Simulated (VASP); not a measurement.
# Sb (Fm-3m) in VASP: notebook

Runs on Sb. Level: r2SCAN. Tasks: single point.

Everything below comes from runs of VASP 6.6.1. Logs are shortened: lines on timing, memory, paths and dates and some standing lists are left out, and cuts for length are marked.

## Step 1: The structure

The structure is cubic, space group Fm-3m (No. 225). The conventional cell has a = 4.742 Å, b = 4.742 Å, c = 4.742 Å, α = 90.00°, β = 90.00°, γ = 90.00°. Sb (site symmetry m-3m) has 12 Sb at 3.35 Å as nearest neighbours.

This isn't the form of Sb at room conditions, which is rhombohedral.

## Step 2: Single point, r2SCAN

The input, INCAR:

```
PREC = Accurate
ENCUT = 450
EDIFF = 1E-6
ISMEAR = 1
SIGMA = 0.2
LREAL = F
LASPH = T
NELM = 100
ALGO = Normal
ISIF = 2
LWAVE = F
LCHARG = F
METAGGA = R2SCAN
LMIXTAU = T
NBANDS = 8
ADDGRID = F
```

The input, KPOINTS:

```
Automatic mesh
0
Gamma
  15 15 15
```

The input, POSCAR:

```
Sb
1.0
    0.0000000000      2.3712425216      2.3712425216
    2.3712425216      0.0000000000      2.3712425216
    2.3712425216      2.3712425216      0.0000000000
Sb
1
Direct
    0.0000000000      0.0000000000      0.0000000000
```

Potentials or basis: VASP PAW PBE potentials, release 64 (Sb).

Launch:

```sh
> cat potpaw_PBE.64/Sb/POTCAR > POTCAR
> mpirun -np 1 vasp_std > vasp.out
```

OUTCAR:

```text
PREC = Accurate
   ENCUT = 450
   EDIFF = 1E-6
   ISMEAR = 1
   LREAL = F
   LASPH = T
   NELM = 100
   ISIF = 2
   METAGGA = R2SCAN

 Found    120 irreducible k-points:

 Following reciprocal coordinates:
            Coordinates               Weight
  0.000000  0.000000  0.000000      1.000000
  0.066667  0.000000  0.000000      8.000000
  0.133333  0.000000  0.000000      8.000000
  0.200000  0.000000  0.000000      8.000000
  0.266667  0.000000  0.000000      8.000000
  0.333333  0.000000  0.000000      8.000000
   k-points           NKPTS =    120   k-points in BZ     NKDIM =    120   number of bands    NBANDS=      8
   number of dos      NEDOS =    301   number of ions     NIONS =      1
   total plane-waves  NPLWV =  13824
   dimension x,y,z NGX =    24 NGY =   24 NGZ =   24
   dimension x,y,z NGXF=    48 NGYF=   48 NGZF=   48
   ions per type =               1
   NGX,Y,Z   is equivalent  to a cutoff of  11.90, 11.90, 11.90 a.u.
   NGXF,Y,Z  is equivalent  to a cutoff of  23.80, 23.80, 23.80 a.u.
 SYSTEM =  unknown system
   PREC   = accura    normal or accurate (medium, high low for compatibility)
   ISTART =      0    job   : 0-new  1-cont  2-samecut
   ICHARG =      2    charge: 1-file 2-atom 10-const
   ISPIN  =      1    spin polarized calculation?
   LNONCOLLINEAR =      F non collinear calculations
   LSORBIT =      F    spin-orbit coupling
   LASPH  =      T    aspherical Exc in radial PAW
   ENCUT  =  450.0 eV  33.07 Ry    5.75 a.u.   5.80  5.80  5.80*2*pi/ulx,y,z
   NELM   =    100;   NELMIN=  2; NELMDL= -5     # of ELM steps
   EDIFF  = 0.1E-05   stopping-criterion for ELM
   LREAL  =      F    real-space projection
   EDIFFG = 0.1E-04   stopping-criterion for IOM
   NSW    =      0    number of steps for IOM
   IBRION =     -1    ionic relax: 0-MD 1-quasi-New 2-CG
   NFREE  =      0    steps in history (QN), initial steepest desc. (CG)
   ISIF   =      2    stress and relaxation
   ISYM   =      2    0-nonsym 1-usesym 2-fastsym
   POTIM  = 0.5000    time-step for ionic-motion
   TEBEG  =    0.0;   TEEND  =   0.0 temperature during run
   PSTRESS=    0.0 pullay stress
   NELECT =       5.0000    total number of electrons
   NUPDOWN=      -1.0000    fix difference up-down
   EMIN   =  10.00;   EMAX   =-10.00  energy-range for DOS
   EFERMI =   0.00;   METHOD = LEGACY
   ISMEAR =     1;   SIGMA  =   0.20  broadening in eV -4-tet -1-fermi 0-gaus
   EFERMI_NEDOS =   21; number of points for ismear=-14 and -15
   IALGO  =     38    algorithm
   IMIX   =      4    mixing-type and parameters
     AMIX     =   0.40;   BMIX     =  1.00
     AMIX_MAG =   1.60;   BMIX_MAG =  1.00
  volume/ion in A,a.u.               =      26.67       179.95
  Fermi-wavevector in a.u.,A,eV,Ry     =   0.937013  1.770697 11.945820  0.877993
  Thomas-Fermi vector in A             =   2.064081
   LORBIT       =      0    0 simple, 1 ext, 2 COOP (PROOUT), +10 PAW based schemes
   METAGGA = R2SCAN    functional components
   LHFCALC =     F    Hartree Fock is set to
   AEXX    =    0.0000 exact exchange contribution
   IVDW    =     0    specifies the selected vdW correction
   LEPSILON=     F    determine dielectric tensor
   LRPA    =     F    only Hartree local field effects (RPA)
 non-spin polarized calculation
 Methfessel and Paxton  Order N= 1 SIGMA  =   0.20
  energy-cutoff  :      450.00
  volume of cell :       26.67
 maximum number of plane-waves:       589
   NGX = 11   NGY = 11   NGZ = 11

 number of electron       5.0000000 magnetization

 Free energy of the ion-electron system (eV)
  ---------------------------------------------------
  ext. energy  EPLUGINS =         0.00000000
  ---------------------------------------------------
  free energy    TOTEN  =       -25.23174875 eV

  energy without entropy =      -25.23195607  energy(sigma->0) =      -25.23181786

 E-fermi :   8.6477     XC(G=0): -10.8778

 val. band max:        8.6412030993   @ k =   0.4667   0.4000   0.0667
 cond. band min:       8.7035244111   @ k =  -0.2000   0.0667   0.0000
 fundamental gap:      0.0623213118
 Fermi energy:         8.6477493351

 k-point     1 :       0.0000    0.0000    0.0000
  band No.  band energies     occupation
      1      -5.0655      2.00000
      2      14.3077      0.00000
      3      14.3077      0.00000
      4      14.3077      0.00000
      5      19.0489      0.00000
      6      19.0489      0.00000
      7      19.0489      0.00000
      8      19.6054      0.00000

 k-point     2 :       0.0667    0.0000    0.0000
  band No.  band energies     occupation
      1      -4.9712      2.00000
      2      13.4056      0.00000
      3      14.1757      0.00000
      4      14.1757      0.00000
      5      18.3705      0.00000
      6      19.2614      0.00000
      7      19.2614      0.00000
      8      20.9219      0.00000

 k-point     3 :       0.1333    0.0000    0.0000
  band No.  band energies     occupation
      1      -4.6891      2.00000
      2      11.4923     -0.00000
      3      13.8518      0.00000
      4      13.8518      0.00000
      5      17.9101      0.00000
      6      19.7427      0.00000
      7      19.7427      0.00000
      8      21.9914      0.00000

 k-point     4 :       0.2000    0.0000    0.0000
  band No.  band energies     occupation
      1      -4.2222      2.00000
      2       9.3600     -0.00001
      3      13.4616      0.00000
      4      13.4616      0.00000
      5      17.6102      0.00000
      6      19.8806      0.00000
      7      19.8806      0.00000
      8      21.8240      0.00000

 k-point     5 :       0.2667    0.0000    0.0000
  band No.  band energies     occupation
      1      -3.5782      2.00000
      2       7.2794      2.00000
      3      13.0927      0.00000
      4      13.0927      0.00000
      5      17.4282      0.00000
      6      19.3777      0.00000
      7      19.3777      0.00000
      8      20.9412      0.00000

 k-point     6 :       0.3333    0.0000    0.0000
  band No.  band energies     occupation
      1      -2.7769      2.00000
      2       5.3609      2.00000
      3      12.7917      0.00000
      4      12.7917      0.00000
      5      17.3557      0.00000
      6      18.8214      0.00000
      7      18.8214      0.00000
      8      20.1213      0.00000

 [... further k-points ...]

------------------------ aborting loop because EDIFF is reached ----------------------------------------

  FORCE on cell =-STRESS in cart. coord.  units (eV):
  Direction    XX          YY          ZZ          XY          YZ          ZX
  --------------------------------------------------------------------------------------
  -------------------------------------------------------------------------------------
  Total        0.1846913      0.1846913      0.1846913     -0.0000000     -0.0000000     -0.0000000
  in kB       11.0968344     11.0968344     11.0968344     -0.0000000     -0.0000000     -0.0000000
  external PRESSURE =      11.0968344 kB  Pullay stress =       0.0000000 kB

 VOLUME and BASIS-vectors are now :
 -----------------------------------------------------------------------------
  energy-cutoff  :      450.00
  volume of cell :       26.67
      direct lattice vectors                 reciprocal lattice vectors
     0.000000000  2.371242522  2.371242522    -0.210859916  0.210859916  0.210859916
     2.371242522  0.000000000  2.371242522     0.210859916 -0.210859916  0.210859916
     2.371242522  2.371242522  0.000000000     0.210859916  0.210859916 -0.210859916

 POSITION                                       TOTAL-FORCE (eV/Angst)
 -----------------------------------------------------------------------------------
      0.00000      0.00000      0.00000         0.000000     -0.000000      0.000000
 -----------------------------------------------------------------------------------
    total drift:                                0.000000      0.000000     -0.000000

  FREE ENERGIE OF THE ION-ELECTRON SYSTEM (eV)
  ---------------------------------------------------
  free  energy   TOTEN  =       -25.2317487467 eV

  energy  without entropy=      -25.2319560732  energy(sigma->0) =      -25.23181786
```

Run time: 26 s. Hardware: 1 thread of Intel Xeon 6975P-C (Granite Rapids), shared host; peak memory 0.15 GiB.

These settings aren't checked as converged: the numbers below hold their error.

Results:

```
Free energy            : -25.2317 eV
Pressure               : 1.1 GPa
Band gap on the k mesh : none (metal or under the smearing width)
```

Caveat: the PAW data sets were made with another functional, which shifts forces and pressure a little.

## Step 3: Single point, r2SCAN

Changes to INCAR since step 2:

```diff
@@ -4,3 +4,3 @@
 ISMEAR = 1
-SIGMA = 0.2
+SIGMA = 0.05
 LREAL = F
```

KPOINTS is that of step 2.

POSCAR is that of step 2.

Potentials or basis: VASP PAW PBE potentials, release 64 (Sb).

Launch:

```sh
> cat potpaw_PBE.64/Sb/POTCAR > POTCAR
> mpirun -np 1 vasp_std > vasp.out
```

It took 26 s on 1 thread of Intel Xeon 6975P-C (Granite Rapids), shared host; peak memory 0.15 GiB.

These settings aren't checked as converged: the numbers below hold their error.

What came out:

```
Free energy            : -25.2314 eV
Pressure               : 1.1 GPa
Band gap on the k mesh : none (metal or under the smearing width)
```

Caveat: the PAW data sets were made with another functional, which shifts forces and pressure a little.

## Step 4: For comparison

An earlier run on the cell as given: functional PBEsol; potentials or basis VASP PAW PBE potentials, release 64 (Sb); cutoff 520 eV; k mesh 10 × 10 × 10; occupations fermi-dirac, width 0.05 eV; no spin polarisation.

* Pressure: -1.2 GPa
* Band gap on the k mesh: none (metal or under the smearing width)
